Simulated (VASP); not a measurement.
The system is Cu.

```xyz
1
Lattice="0.0000 1.8075 1.8075 1.8075 0.0000 1.8075 1.8075 1.8075 0.0000" Properties=species:S:1:pos:R:3 pbc="T T T"
Cu    0.0000    0.0000    0.0000
```

- Program: VASP 6.6.1
- Task: relaxation of cell and atoms
- Functional: TPSS
- Potentials or basis: VASP PAW PBE potentials, release 64 (Cu)
- Cutoff: 600 eV
- k mesh: 13 × 13 × 13
- Occupations: fermi-dirac, width 0.1 eV
- Spin: no spin polarisation

At the start: pressure -3.5 GPa; volume 11.81 Å³/atom.

Q: Where does the relaxation end?

A: Over 9 steps the energy falls by 3.0 meV/atom and the volume is 11.54 Å³/atom (-2.3 %); space group Fm-3m (No. 225, to 0.05 Å).

Step by step:
```
step  energy change (eV)  largest force (eV/Å)  pressure (GPa)  volume (Å³)
   1              0.0000                0.0000           -3.54        11.81
   2             -0.0017                0.0000           -2.42        11.72
   3             -0.0030                0.0000           -0.42        11.57
   4             -0.0022                0.0000            1.85        11.40
   5             -0.0023                0.0000            1.69        11.42
   6             -0.0026                0.0000            1.39        11.44
   7             -0.0028                0.0000            0.96        11.47
   8             -0.0030                0.0000            0.44        11.50
   9             -0.0030                0.0000           -0.10        11.54
```

Final structure:
```yaml
crystal:
  lattice:
    - [0.00000, 1.79371, 1.79371]
    - [1.79371, 0.00000, 1.79371]
    - [1.79371, 1.79371, 0.00000]
  atoms:
    - { symbol: Cu, position: [0.00000, 0.00000, 0.00000] }
```

Caveat: the PAW data sets were made with another functional, which shifts forces and pressure a little.
